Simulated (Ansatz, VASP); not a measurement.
## C in VASP and in Ansatz

```
C
1.0
     1.32285    0.76375    2.88437
    -1.32285    0.76375    2.88437
     0.00000   -1.52750    2.88437
C
2
Direct
  0.16400 0.16400 0.16400
  0.83600 0.83600 0.83600
```

Alike in both runs: task single point; functional PBEsol; k mesh 15 × 15 × 15; occupations gaussian, width 0.05 eV; no spin polarisation.

|  | VASP | Ansatz |
| --- | --- | --- |
| version | VASP 6.6.1 | Ansatz 0.2.0 |
| potentials or method | VASP PAW PBE potentials, release 64 (C) | scalar-relativistic, plane waves, PAW |
| plane-wave cutoff (eV) | 520 | 420 |
| valence electrons in the cell | 8 | 8 |

```csv
,VASP,Ansatz,Ansatz less VASP
gap on the k mesh at the Fermi level (eV),0.05,0.05,0.000
least direct gap on the mesh (eV),0.05,0.05,0.000
rms of the force components (eV/Å),0.283,0.285,+0.0016
```

Atom by atom the forces differ by 0.002 eV/Å (rms over components). The functional is the same, so the differences come from potentials, cutoffs and numerics.

Caveats: the PAW data sets were made with another functional, which shifts forces and pressure a little (VASP); an odd mesh through Γ misses points on the zone boundary, where band edges often lie. A hybrid or GW would open this gap; PBEsol tends to underestimate it.
